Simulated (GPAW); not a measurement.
Crystal: AlRu.

```
Ru Al
1.0
     2.99160    0.00000    0.00000
     0.00000    2.99160    0.00000
     0.00000    0.00000    2.99160
Ru Al
1 1
Direct
  0.50000 0.50000 0.50000
  0.00000 0.00000 0.00000
```

Program: GPAW 26.7.0. Alike in all runs: task band structure; no spin polarisation; cell as given; k mesh 9 × 9 × 9; cutoff (eV) 600; smearing fermi-dirac 0.05 eV.

Order these runs on this cell by their pressure, lowest first.
A. level BLYP; potentials or basis PAW data sets generated in the run's folder for this functional, pw; eigensolver davidson
B. level r2SCAN; potentials or basis GPAW PAW data sets (gpaw-data 1.2.1), pw
C. level LDA; potentials or basis the program's PAW data sets (release 1.2.1) made for this functional, pw
D. level revPBE; potentials or basis the program's PAW data sets (release 1.2.1) made for this functional, pw

C (-7.6 GPa), B (-0.6 GPa), D (6.0 GPa), A (9.3 GPa).

Caveats: the PAW data sets were made with another functional, which shifts forces and pressure a little (some runs).

Runs at the PBE level aren't shown here.
